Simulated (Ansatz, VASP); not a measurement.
# One calculation of CdSe, two programs

File INCAR:

```
SYSTEM = CdSe
PREC = Accurate
ENCUT = 520
EDIFF = 1E-6
ISMEAR = 0
SIGMA = 0.05
LREAL = .FALSE.
LASPH = .TRUE.
NELM = 80
ALGO = Normal
ISIF = 2
LWAVE = .FALSE.
LCHARG = .FALSE.
GGA = PS
NBANDS = 16
```

Contents of KPOINTS:

```
Automatic mesh
0
G
  10 10 10
  0 0 0
```

File POSCAR:

```
CdSe
1.0
    0.0000000000      2.7565076922      2.7565076922
    2.7565076922      0.0000000000      2.7565076922
    2.9920972163      2.9920972163     -0.2355895241
Cd Se
1 1
Direct
    0.0000000000      0.0000000000      0.0000000000
    0.7500000000      0.7500000000      0.7500000000
```

Input for Ansatz:

```yaml
crystal:
  lattice:
    - [0.0, 2.7565076922, 2.7565076922]
    - [2.7565076922, 0.0, 2.7565076922]
    - [2.9920972163, 2.9920972163, -0.2355895241]
  atoms:
    - { symbol: Cd, position: [0.0, 0.0, 0.0] }
    - { symbol: Se, position: [0.75, 0.75, 0.75] }
basis:
  ecutwfc: 420
kpoints:
  mp_grid: { grid: [10, 10, 10] }
hamiltonian:
  xc: pbesol
scf:
  occupations: { method: gaussian, width: 0.05 }
output:
  forces: true
  stress: true
  eigenvalues: true
```

Alike in both runs: task single point; functional PBEsol; k mesh 10 × 10 × 10; occupations gaussian, width 0.05 eV; no spin polarisation.

```csv
,VASP,Ansatz
version,VASP 6.6.1,Ansatz 0.2.0
potentials or method,"VASP PAW PBE potentials, release 64 (Cd, Se)","scalar-relativistic, plane waves, PAW"
plane-wave cutoff (eV),520,420
valence electrons in the cell,18,36
```

|  | VASP | Ansatz | Ansatz less VASP |
| --- | --- | --- | --- |
| gap on the k mesh at the Fermi level (eV) | 0.48 | 0.48 | -0.007 |
| least direct gap on the mesh (eV) | 0.48 | 0.48 | -0.007 |
| pressure (GPa) | 16.3 | 15.5 | -0.79 |
| largest component of the traceless stress (GPa) | 5.93 | 5.79 | -0.141 |
| rms of the force components (eV/Å) | 0.908 | 0.875 | -0.0325 |

Atom by atom the forces differ by 0.032 eV/Å (rms over components). With one functional, cell and mesh, what is left measures potentials, basis and numerics. The two sets of potentials don't hold the same shells in valence.

Caveats: so large a pressure means that the cell lies far from this level's equilibrium, or that cutoff or potentials fall short (VASP); the potentials were made for another functional, which shifts forces and pressure (VASP).
